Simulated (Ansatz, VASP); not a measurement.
**NaCl: VASP beside Ansatz**

```
Na Cl
1.0
     3.45955    0.02854    0.00000
     0.02854    3.45955    0.00000
     0.00000    0.00000    3.45955
Na Cl
1 1
Direct
  0.00000 0.00000 0.00000
  0.50000 0.50000 0.50000
```

Change from the starting cell: shear_xy strain +1.7%.

Alike in both runs: task single point; functional r2SCAN; k mesh 8 × 8 × 8; no spin polarisation.

|  | VASP | Ansatz |
| --- | --- | --- |
| version | VASP 6.6.1 | Ansatz 0.2.0 |
| potentials or method | VASP PAW PBE potentials, release 64 (Na_pv, Cl) | plane waves, PAW |
| plane-wave cutoff (eV) | 520 | 500 |
| occupations | gaussian, width 0.01 eV | fixed |
| valence electrons in the cell | 14 | 16 |

```csv
,VASP,Ansatz,Ansatz less VASP
gap on the k mesh at the Fermi level (eV),4.95,4.92,-0.034
pressure (GPa),-0.3,0.0,+0.29
```

The two sets of potentials don't hold the same shells in valence.

Caveats: the PAW data sets were made with another functional, which shifts forces and pressure a little (VASP). A k mesh can miss the band edges.
